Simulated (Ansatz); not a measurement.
Reaction (ligand exchange at the Si–C bond): `NC([SiH3])[SeH]` + acetic acid → `CC(=O)O[SiH3]` + `NC[SeH]`

Computed with Ansatz on PBE0-D4/def2-TZVP structures; ΔE is electronic, products minus reactants. CCSD(T)/CBS adds triple-zeta CCSD(T) − MP2 to the extrapolated MP2 energy (def2 sets, frozen cores). DFT in def2-TZVPP. For Se outer-core shells are correlated without core-valence functions, which leaves a few kJ/mol of doubt a bond. Scalar relativity is left out up to krypton. Each species was taken in one conformer, which may not be the lowest.

`NC([SiH3])[SeH]`:

Cartesian coordinates in Å:
```
N 1.218 0.722 0.970
C 0.571 -0.331 0.207
Si -0.781 0.267 -0.970
Se -0.170 -1.589 1.542
H 0.545 1.376 1.352
H 1.878 1.234 0.398
H 1.346 -0.877 -0.335
H -1.479 -0.857 -1.651
H -0.165 1.152 -1.999
H -1.758 1.059 -0.178
H -1.206 -2.156 0.665
```

`CC(=O)O`:

Cartesian coordinates in Å:
```
C -0.435 -0.189 0.835
C 0.257 0.377 -0.363
O 0.590 1.520 -0.510
O 0.479 -0.565 -1.299
H -1.389 -0.629 0.536
H 0.169 -0.989 1.267
H -0.598 0.596 1.568
H 0.926 -0.122 -2.034
```

`CC(=O)O[SiH3]`:

```xyz
11

C     1.011   -0.764   -1.500
C     0.084   -0.560   -0.347
O    -0.648   -1.394    0.120
O     0.135    0.685    0.151
Si   -0.885    1.006    1.464
H     0.771   -0.052   -2.293
H     0.925   -1.783   -1.870
H     2.036   -0.562   -1.185
H    -0.592    2.427    1.760
H    -2.304    0.843    1.078
H    -0.532    0.155    2.622
```

`NC[SeH]`:

```xyz
8

N     1.025    0.188    0.550
C    -0.057   -0.484   -0.123
Se   -0.698    0.523   -1.678
H     1.403   -0.395    1.289
H     0.717    1.059    0.961
H    -0.945   -0.701    0.479
H     0.307   -1.427   -0.534
H    -1.751    1.236   -0.944
```

```
          species  r2SCAN-D4 energy (Eh)
`NC([SiH3])[SeH]`            -2788.04841
        `CC(=O)O`             -229.06897
  `CC(=O)O[SiH3]`             -519.77442
        `NC[SeH]`            -2497.37700
```

(1) Work out ΔE.

Largest T1 diagnostic among the species: 0.015.

Results:

(1) ΔE = (-519.77442) + (-2497.37700) − (-2788.04841) − (-229.06897) = -0.03404 Eh = -89.4 kJ/mol. CCSD(T)/CBS gives -92.2 kJ/mol.

In def2-TZVPP, CCSD(T) changes the Hartree–Fock value by +22.1 kJ/mol (the triples alone add +3.3 kJ/mol) and MP2 by +21.9 kJ/mol. From PBE to PBE0 (25 % exact exchange), in def2-TZVPP and without D4, ΔE moves by −5.7 kJ/mol.
